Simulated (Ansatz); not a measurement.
**Lattice vibrations of Li at Γ**

All numbers below come from DFT PBE, scalar-relativistic, plane waves, PAW (Ansatz). Cutoff 420 eV, 20×20×12 k-points (Γ-centred), Fermi-Dirac smearing of 0.15 eV. No spin polarisation. Phonons by linear response, acoustic sum rule imposed.

The cell, relaxed at this level:
```
CELL_PARAMETERS angstrom
1.52901 -2.64796 0.01067
1.52901 2.64796 0.01067
-0.03540 0.00000 5.00983
ATOMIC_POSITIONS crystal
Li 0.33332 0.66668 0.25000
Li 0.66668 0.33332 0.75000
```

The cell has the hcp type, in a space group that the Crystallography Open Database lists for this formula; it was reached from a generator's guess. In a metal, frequencies depend on the k mesh and the smearing, soft modes most.

**Question.** Is this structure stable against zone-centre distortions?

**Answer.** Yes, at Γ: no optical mode is imaginary. Strains and other wave vectors aren't tested by this run.

**Question.** List the optical modes at Γ (i marks imaginary ones).

**Answer.**
| frequency (meV) | degeneracy |
| --- | --- |
| 15.3 | 2 |
| 39.0 | 1 |
